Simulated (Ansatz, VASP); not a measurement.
NaI in VASP and in Ansatz

```
Na I
1.0
     0.03236    3.23640    3.23640
     3.23640    0.03236    3.23640
     3.26876    3.26876    0.00000
Na I
1 1
Direct
  0.00000 0.00000 0.00000
  0.50000 0.50000 0.50000
```

Change from the starting cell: xy shear strain of +2 %.

Alike in both runs: task single point; functional PBE; k mesh 8 × 8 × 8; occupations fermi-dirac, width 0.02 eV; no spin polarisation.

|  | VASP | Ansatz |
| --- | --- | --- |
| version | VASP 6.6.1 | Ansatz 0.2.0 |
| potentials or method | VASP PAW PBE potentials, release 64 (Na_pv, I), cutoff 520 eV | all-electron LAPW, scalar-relativistic |

Ansatz gave:

```
gap on the k mesh at the Fermi level (eV)       : 3.60
pressure (GPa)                                  : 0.4
largest component of the traceless stress (GPa) : 0.14
```

Question: What did VASP give for the same quantities?

Answer: gap on the k mesh at the Fermi level (eV): 3.59; pressure (GPa): 0.4; largest component of the traceless stress (GPa): 0.14.

Ansatz ran all-electron here, so the differences hold the error of VASP's frozen core and of both bases.

Caveats: spin-orbit coupling is left out, which moves the levels of the heavy elements.
